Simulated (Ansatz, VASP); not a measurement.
NbC4 in VASP and in Ansatz

```
Nb C
1.0
    -2.46904    2.46904    2.46904
     2.46904   -2.46904    2.46904
     2.46904    2.46904   -2.46904
Nb C
1 4
Direct
  0.00000 0.00000 0.00000
  0.50000 0.50000 0.50000
  0.00000 0.00000 0.50000
  0.00000 0.50000 0.00000
  0.50000 0.00000 0.00000
```

Alike in both runs: task relaxation of cell and atoms; functional PBE; k mesh 10 × 10 × 10; occupations gaussian, width 0.1 eV; no spin polarisation.

|  | VASP | Ansatz |
| --- | --- | --- |
| version | VASP 6.6.1 | Ansatz 0.2.0 |
| potentials or method | VASP PAW PBE potentials, release 64 (Nb_sv, C) | scalar-relativistic, plane waves, PAW |
| plane-wave cutoff (eV) | 600 | 420 |
| valence electrons in the cell | 29 | 29 |

Ansatz gave:

* gap on the k mesh at the Fermi level, each at its own relaxed structure (eV): none
* relaxed volume (Å³/atom): 11.99
* relaxed cell length with the largest relative difference (Å): 4.270

Problem. Estimate VASP's values.

Solution. gap on the k mesh at the Fermi level, each at its own relaxed structure (eV): none; relaxed volume (Å³/atom): 11.96; relaxed cell length with the largest relative difference (Å): 4.266.

A gap of «none» marks a metal or a gap that the smearing closes.
